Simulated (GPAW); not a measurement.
The system is TePb.

```
Pb Te
1.0
     0.00000    3.23100    3.23100
     3.23100    0.00000    3.23100
     3.23100    3.23100    0.00000
Pb Te
1 1
Direct
  0.00000 0.00000 0.00000
  0.50000 0.50000 0.50000
```

Base run:

| Property | Result |
| --- | --- |
| Program | GPAW 26.7.0 |
| Functional | PBE |
| Potentials or basis | GPAW PAW data sets (gpaw-data 1.2.1) |
| Cutoff | 500 eV |
| Basis | pw |
| k mesh | 6 × 6 × 6 |
| Occupations | fermi-dirac, width 0.01 eV |
| Spin | no spin polarisation |

Its results: band gap on the k mesh 0.69 eV, direct.

Task: The run is repeated on the same cell with these changes: functional from PBE to vdW-DF2; cutoff from 500 eV to 510 eV; k mesh from 6 × 6 × 6 to 4 × 4 × 4. What comes out?

Result: Band gap on the k mesh 0.76 eV, direct.

Several settings changed at once, so the effect can't be laid on one alone.

Caveats: some runs use coarse meshes; spin-orbit coupling is left out, which as a rule narrows the gap of such compounds by several tenths of an eV.

A k mesh can miss the band edges.
